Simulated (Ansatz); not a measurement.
The system is Yb.

```
Yb
1.0
     0.00000    2.74310    2.74310
     2.74310    0.00000    2.74310
     2.74310    2.74310    0.00000
Yb
1
Cartesian
  0.0000 0.0000 0.0000
```

Base run:

* Program: Ansatz 0.2.0
* Functional: PBE
* Potentials or basis: Ansatz PAW
* Cutoff: 420 eV (not typed: the program's choice for these potentials)
* k mesh: 7 × 7 × 7
* Occupations: fermi-dirac, width 0.05 eV
* Spin: collinear spin, ferromagnetic start
* Starting moments: [2.0] μB
* Fixed moment: 2 μB

Its results: pressure -2.6 GPa; site moments Yb +1.28 μB.

Problem. The run is repeated on the same cell with these changes: fixed moment from 2 μB to 0.5 μB; moments at the start from [2.0] to [0.5]. What comes out?

Solution. Pressure -2.0 GPa; site moments Yb +0.31 μB.

Caveats: the total moment is fixed, so each spin has its own Fermi level; the thresholds are loose for stress.
